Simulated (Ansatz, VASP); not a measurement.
## HfB2 in VASP and in Ansatz

Contents of INCAR:

```
  PREC = Accurate
  ENCUT = 520
  EDIFF = 1E-6
  ISMEAR = -1
  SIGMA = 0.05
  LREAL = False
  LASPH = True
  NELM = 80
  ALGO = Normal
  ISIF = 2
  LWAVE = False
  LCHARG = True
  GGA = PS
  LELF = True
  LVHAR = True
  NBANDS = 15
```

File KPOINTS:

```
Automatic mesh
0
Gamma
  10 10 8
```

Contents of POSCAR:

```
HfB2
1.0
    3.1326790839      0.0000000000      0.0000000000
   -1.5663395419      2.7129796685      0.0000000000
    0.0000000000      0.0000000000      3.4792139900
Hf B
1 2
Direct
    0.0000000000      0.0000000000      0.0000000000
    0.3000000000      0.6500000000      0.5000000000
    0.7000000000      0.3500000000      0.5000000000
```

Input for Ansatz:

```yaml
crystal:
  lattice:
    - [3.1326790839, 0.0, 0.0]
    - [-1.5663395419, 2.7129796685, 0.0]
    - [0.0, 0.0, 3.47921399]
  atoms:
    - { symbol: Hf, position: [0.0, 0.0, 0.0] }
    - { symbol: B, position: [0.3, 0.65, 0.5] }
    - { symbol: B, position: [0.7, 0.35, 0.5] }
kpoints:
  mp_grid: { grid: [10, 10, 8] }
scf:
  occupations: { method: fermi_dirac, width: 0.05 }
hamiltonian:
  xc: pbesol
  pseudopotentials: { kind: all_electron, lapw: { basis_error: 0.001 } }
output:
  forces: true
  stress: true
  eigenvalues: true
  populations: true
```

Change from the starting cell: shortest bond scaled by 0.9, LAPW.

Alike in both runs: task single point; functional PBEsol; k mesh 10 × 10 × 8; occupations fermi-dirac, width 0.05 eV; no spin polarisation.

|  | VASP | Ansatz |
| --- | --- | --- |
| version | VASP 6.6.1 | Ansatz 0.2.0 |
| potentials or method | VASP PAW PBE potentials, release 64 (Hf_pv, B) | all-electron LAPW, scalar-relativistic |
| plane-wave cutoff (eV) | 520 | see its input |

```csv
,VASP,Ansatz,Ansatz less VASP
pressure (GPa),-0.1,0.0,+0.13
largest component of the traceless stress (GPa),5.20,5.36,+0.160
rms of the force components (eV/Å),1.421,1.405,-0.0165
```

Atom by atom the forces differ by 0.017 eV/Å (rms over components). Ansatz ran all-electron here, so the differences hold the error of VASP's frozen core and of both bases.

Caveats: the PAW data sets were made with another functional, which shifts forces and pressure a little (VASP). Spin-orbit coupling is left out, which matters for the levels of Hf.
